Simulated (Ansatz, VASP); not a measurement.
Two plane-wave programs on P

```
P
1.0
     3.32283    0.00000    0.00000
     0.00000    4.16484    0.00000
     0.00000    0.00000   22.26611
P
8
Direct
  0.00000 0.57306 0.33725
  0.50000 0.92694 0.33725
  0.50000 0.07209 0.43446
  0.00000 0.42791 0.43446
  0.50000 0.57209 0.56554
  0.00000 0.92791 0.56554
  0.00000 0.07306 0.66275
  0.50000 0.42694 0.66275
```

Alike in both runs: functional PBE; dispersion D3(BJ); k mesh 10 × 8 × 1; occupations gaussian, width 0.1 eV; no spin polarisation.

Ansatz relaxed the structure, and its values are those at the end. VASP's run is a single point on that final structure, the one shown.

```csv
,VASP,Ansatz
version,VASP 6.6.1,Ansatz 0.2.0
potentials or method,"VASP PAW PBE potentials, release 64 (P)","scalar-relativistic, plane waves, PAW"
plane-wave cutoff (eV),520,420
valence electrons in the cell,40,40
```

|  | VASP | Ansatz | Ansatz less VASP |
| --- | --- | --- | --- |
| gap on the k mesh at the Fermi level (eV) | 0.07 | 0.06 | -0.019 |
| least direct gap on the mesh (eV) | 0.07 | 0.06 | -0.019 |
| rms of the force components (eV/Å) | 0.033 | 0.006 | -0.0273 |

Ansatz warned: «xc_potential_rough_in_thin_density».
